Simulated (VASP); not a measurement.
# BeSe (F-43m) in VASP: a series of runs, part 2 of 2

VASP 6.6.1. Earlier steps stand in the parts before.

**3. Relaxation of the atoms, PBE (a relaxed cell with its volume scaled by 0.98)**

The input, INCAR:

```
ALGO = Normal ; EDIFF = 1E-7
EDIFFG = -0.01 ; ENCUT = 600
GGA = PE ; IBRION = 2
ISIF = 2 ; ISMEAR = 0
LASPH = T ; LCHARG = F
LREAL = F ; LWAVE = F
NELM = 80 ; NSW = 40
PREC = Accurate ; SIGMA = 0.03
```

The input, KPOINTS:

```
k-points
0
Gamma
  10 10 10
```

The input, POSCAR:

```
BeSe                                    
1.0
    0.0000000000      2.5733719355      2.5733719355
    2.5733719355      0.0000000000      2.5733719355
    2.5733719355      2.5733719355      0.0000000000
  Be              Se            
     1     1
Direct
     0.0000000000000000    0.0000000000000000    0.0000000000000000
     0.2500000000000000    0.2500000000000000    0.2500000000000000
```

Potentials or basis: VASP PAW PBE potentials, release 64 (Be, Se).

The run is started by

```sh
$ cat potpaw_PBE.64/Be/POTCAR potpaw_PBE.64/Se/POTCAR > POTCAR
$ mpirun -np 1 vasp_std > vasp.out
```

OUTCAR:

```text
EDIFF = 1E-7
   EDIFFG = -0.01
   ENCUT = 600
   GGA = PE
   IBRION = 2
   ISIF = 2
   ISMEAR = 0
   LASPH = T
   LREAL = F
   NELM = 80
   NSW = 40
   PREC = Accurate

 ion  position               nearest neighbor table
   1  0.000  0.000  0.000-   2 2.23   2 2.23   2 2.23   2 2.23
   2  0.250  0.250  0.250-   1 2.23   1 2.23   1 2.23   1 2.23

  LATTYP: Found a face centered cubic cell.
 ALAT       =     5.1467438710

  Lattice vectors:

 A1 = (   0.0000000000,   2.5733719355,   2.5733719355)
 A2 = (   2.5733719355,   0.0000000000,   2.5733719355)
 A3 = (   2.5733719355,   2.5733719355,   0.0000000000)

Analysis of symmetry for initial positions (statically):
=====================================================================
 Subroutine PRICEL returns:
 Original cell was already a primitive cell.

 Routine SETGRP: Setting up the symmetry group for a
 face centered cubic supercell.

 Subroutine GETGRP returns: Found 24 space group operations
 (whereof 24 operations were pure point group operations)
 out of a pool of 48 trial point group operations.

The static configuration has the point symmetry T_d .

Analysis of symmetry for dynamics (positions and initial velocities):
=====================================================================
 Subroutine PRICEL returns:
 Original cell was already a primitive cell.

 Routine SETGRP: Setting up the symmetry group for a
 face centered cubic supercell.

 Subroutine GETGRP returns: Found 24 space group operations
 (whereof 24 operations were pure point group operations)
 out of a pool of 48 trial point group operations.

The dynamic configuration has the point symmetry T_d .

 Subroutine INISYM returns: Found 24 space group operations
 (whereof 24 operations are pure point group operations),
 and found     1 'primitive' translations

----------------------------------------------------------------------------------------

                                     Primitive cell

  volume of cell :      34.0830
[... 116 lines left out ...]
   AEXX    =    0.0000 exact exchange contribution
   IVDW    =     0    specifies the selected vdW correction
   LEPSILON=     F    determine dielectric tensor
   LRPA    =     F    only Hartree local field effects (RPA)
 conjugate gradient relaxation of ions
 non-spin polarized calculation
 Gauss-broadening in eV      SIGMA  =   0.03
  energy-cutoff  :      600.00
  volume of cell :       34.08
 maximum number of plane-waves:      1158
 NGX is ok and might be reduce to    30
   NGX = 15   NGY = 15   NGZ = 15

 number of electron       8.0000000 magnetization

 Free energy of the ion-electron system (eV)
  ---------------------------------------------------
  ext. energy  EPLUGINS =         0.00000000
  ---------------------------------------------------
  free energy    TOTEN  =        -8.85613248 eV

  energy without entropy =       -8.85613248  energy(sigma->0) =       -8.85613248

 E-fermi :   3.5150     XC(G=0):  -9.4245

 val. band max:        3.3439464342   @ k =   0.0000   0.0000   0.0000
 cond. band min:       5.9690531822   @ k =   0.5000   0.5000   0.0000
 fundamental gap:      2.6251067479
 Fermi energy:         3.5150044546

 k-point     1 :       0.0000    0.0000    0.0000
  band No.  band energies     occupation
      1     -10.4454      2.00000
      2       3.3439      2.00000
      3       3.3439      2.00000
      4       3.3439      2.00000
      5       7.6983      0.00000
      6       8.3535      0.00000
      7       8.3535      0.00000
      8       8.3535      0.00000
[... 243 lines left out ...]
 k-point    24 :       0.4000    0.3000    0.0000
  band No.  band energies     occupation
      1      -9.0969      2.00000
      2      -0.9386      2.00000
      3       0.8710      2.00000
      4       1.1359      2.00000
      5       6.8024      0.00000
      6       8.4882      0.00000
      7      12.5780      0.00000
      8      12.8201      0.00000

 [... further k-points ...]

------------------------ aborting loop because EDIFF is reached ----------------------------------------

  FORCE on cell =-STRESS in cart. coord.  units (eV):
  Direction    XX          YY          ZZ          XY          YZ          ZX
  --------------------------------------------------------------------------------------
  -------------------------------------------------------------------------------------
  Total        0.3400254      0.3400254      0.3400254     -0.0000000      0.0000000      0.0000000
  in kB       15.9839568     15.9839568     15.9839568     -0.0000000      0.0000000      0.0000000
  external PRESSURE =      15.9839568 kB  Pullay stress =       0.0000000 kB

 VOLUME and BASIS-vectors are now :
 -----------------------------------------------------------------------------
  energy-cutoff  :      600.00
  volume of cell :       34.08
      direct lattice vectors                 reciprocal lattice vectors
     0.000000000  2.573371935  2.573371935    -0.194297604  0.194297604  0.194297604
     2.573371935  0.000000000  2.573371935     0.194297604 -0.194297604  0.194297604
     2.573371935  2.573371935  0.000000000     0.194297604  0.194297604 -0.194297604

 POSITION                                       TOTAL-FORCE (eV/Angst)
 -----------------------------------------------------------------------------------
      0.00000      0.00000      0.00000         0.000000      0.000000      0.000000
      1.28669      1.28669      1.28669        -0.000000     -0.000000     -0.000000
 -----------------------------------------------------------------------------------
    total drift:                                0.000000      0.000000      0.000000

  FREE ENERGIE OF THE ION-ELECTRON SYSTEM (eV)
  ---------------------------------------------------
  free  energy   TOTEN  =        -8.8561324791 eV

  energy  without entropy=       -8.8561324791  energy(sigma->0) =       -8.85613248

 reached required accuracy - stopping structural energy minimisation
```

Run time: 8.4 s. Hardware: 1 thread of Intel Xeon 6975P-C (Granite Rapids), shared host; peak memory 0.17 GiB.

Results:

| Quantity | Value |
| --- | --- |
| Free energy | -8.8561 eV |
| Pressure after relaxing | 1.6 GPa |
| Band gap on the k mesh | 2.63 eV, indirect (least direct gap 4.35 eV) |

Final structure:
```yaml
crystal:
  lattice:
    - [0.00000, 2.57337, 2.57337]
    - [2.57337, 0.00000, 2.57337]
    - [2.57337, 2.57337, 0.00000]
  atoms:
    - { symbol: Be, position: [0.00000, 0.00000, 0.00000] }
    - { symbol: Se, position: [0.25000, 0.25000, 0.25000] }
```

Levels at points of the mesh, in eV from the valence-band top:
| k point | band 2 | band 3 | band 4 | band 5 | band 6 | band 7 |
| --- | --- | --- | --- | --- | --- | --- |
| (0.00, 0.00, 0.00) | 0.00 | 0.00 | 0.00 | 4.35 | 5.01 | 5.01 |
| (0.50, 0.00, 0.00) | -5.70 | -1.07 | -1.07 | 4.33 | 5.97 | 5.97 |
| (0.50, 0.50, 0.00) | -5.07 | -2.65 | -2.65 | 2.63 | 4.20 | 11.70 |

Caveat: the relaxation stopped at its first step, so nothing moved. A k mesh can miss the band edges.

**4. Relaxation of the atoms, PBE**

INCAR is that of step 3.

KPOINTS is that of step 3.

The input, POSCAR:

```
BeSe                                    
1.0
    0.0000000000      2.5907601112      2.5907601112
    2.5907601112      0.0000000000      2.5907601112
    2.5907601112      2.5907601112      0.0000000000
  Be              Se            
     1     1
Direct
     0.0000000000000000    0.0000000000000000    0.0000000000000000
     0.2500000000000000    0.2500000000000000    0.2500000000000000
```

Potentials or basis: VASP PAW PBE potentials, release 64 (Be, Se).

The run is started by

```sh
$ cat potpaw_PBE.64/Be/POTCAR potpaw_PBE.64/Se/POTCAR > POTCAR
$ mpirun -np 1 vasp_std > vasp.out
```

OUTCAR:

```text
EDIFF = 1E-7
   EDIFFG = -0.01
   ENCUT = 600
   GGA = PE
   IBRION = 2
   ISIF = 2
   ISMEAR = 0
   LASPH = T
   LREAL = F
   NELM = 80
   NSW = 40
   PREC = Accurate

 ion  position               nearest neighbor table
   1  0.000  0.000  0.000-   2 2.24   2 2.24   2 2.24   2 2.24
   2  0.250  0.250  0.250-   1 2.24   1 2.24   1 2.24   1 2.24

  LATTYP: Found a face centered cubic cell.
 ALAT       =     5.1815202224

  Lattice vectors:

 A1 = (   0.0000000000,   2.5907601112,   2.5907601112)
 A2 = (   2.5907601112,   0.0000000000,   2.5907601112)
[... 455 lines left out ...]
  Direction    XX          YY          ZZ          XY          YZ          ZX
  --------------------------------------------------------------------------------------
  -------------------------------------------------------------------------------------
  Total        0.0029692      0.0029692      0.0029692      0.0000000      0.0000000      0.0000000
  in kB        0.1367835      0.1367835      0.1367835      0.0000000      0.0000000      0.0000000
  external PRESSURE =       0.1367835 kB  Pullay stress =       0.0000000 kB

 VOLUME and BASIS-vectors are now :
 -----------------------------------------------------------------------------
  energy-cutoff  :      600.00
  volume of cell :       34.78
      direct lattice vectors                 reciprocal lattice vectors
     0.000000000  2.590760111  2.590760111    -0.192993553  0.192993553  0.192993553
     2.590760111  0.000000000  2.590760111     0.192993553 -0.192993553  0.192993553
     2.590760111  2.590760111  0.000000000     0.192993553  0.192993553 -0.192993553

 POSITION                                       TOTAL-FORCE (eV/Angst)
 -----------------------------------------------------------------------------------
      0.00000      0.00000      0.00000        -0.000000     -0.000000     -0.000000
      1.29538      1.29538      1.29538         0.000000      0.000000      0.000000
 -----------------------------------------------------------------------------------
    total drift:                                0.000000      0.000000      0.000000

  FREE ENERGIE OF THE ION-ELECTRON SYSTEM (eV)
  ---------------------------------------------------
  free  energy   TOTEN  =        -8.8595796677 eV

  energy  without entropy=       -8.8595796677  energy(sigma->0) =       -8.85957967

 reached required accuracy - stopping structural energy minimisation
```

CONTCAR:

```text
BeSe
   1.00000000000000
     0.0000000000000000    2.5907601111999998    2.5907601111999998
     2.5907601111999998    0.0000000000000000    2.5907601111999998
     2.5907601111999998    2.5907601111999998    0.0000000000000000
  Be              Se
     1     1
Direct
     0.0000000000000000    0.0000000000000000    0.0000000000000000
     0.2500000000000000    0.2500000000000000    0.2500000000000000

  0.00000000E+00  0.00000000E+00  0.00000000E+00
  0.00000000E+00  0.00000000E+00  0.00000000E+00
```

Wall time 9.6 s (1 thread of Intel Xeon 6975P-C (Granite Rapids), shared host); peak memory 0.17 GiB.

Results:

| Property | Result |
| --- | --- |
| Free energy | -8.8596 eV |
| Pressure after relaxing | 0.0 GPa |
| Band gap on the k mesh | 2.67 eV, indirect (least direct gap 4.21 eV) |

Final structure:
```cif
data_structure
_symmetry_space_group_name_H-M 'P 1'
_symmetry_Int_Tables_number 1
_cell_length_a 3.6639
_cell_length_b 3.6639
_cell_length_c 3.6639
_cell_angle_alpha 60.000
_cell_angle_beta 60.000
_cell_angle_gamma 60.000
_cell_volume 34.78
loop_
_atom_site_label
_atom_site_type_symbol
_atom_site_fract_x
_atom_site_fract_y
_atom_site_fract_z
_atom_site_occupancy
Be1 Be 0.00000 0.00000 0.00000 1
Se1 Se 0.25000 0.25000 0.25000 1
```

Levels at points of the mesh, in eV from the valence-band top:
```csv
k point,band 1,band 2,band 3,band 4,band 5,band 6,band 7,band 8
"(0.00, 0.00, 0.00)",-13.66,0.00,0.00,0.00,4.21,5.01,5.01,5.01
"(0.50, 0.00, 0.00)",-12.37,-5.57,-1.04,-1.04,4.26,5.96,5.96,9.95
"(0.50, 0.50, 0.00)",-11.93,-4.97,-2.58,-2.58,2.67,4.21,11.53,11.53
```

Caveat: the relaxation stopped at its first step, so nothing moved. PBE gaps usually lie below the measured ones, often by a third to a half.

**5. Summary**

```tsv
cell	gap on the mesh (eV)	pressure (GPa)
atoms relaxed from: a relaxed cell with its volume scaled by 0.96	2.58	3.3
atoms relaxed from: a relaxed cell with its volume scaled by 0.98	2.63	1.6
atoms relaxed	2.67	0.0
```

Alike in all rows: task relaxation of the atoms; level PBE; potentials or basis VASP PAW PBE potentials, release 64 (Be, Se); no spin polarisation; k mesh 10 × 10 × 10; cutoff (eV) 600; smearing gaussian 0.03 eV.

Caveats: the relaxation stopped at its first step, so nothing moved.

Absolute energies hang on the potentials; compare differences alone.
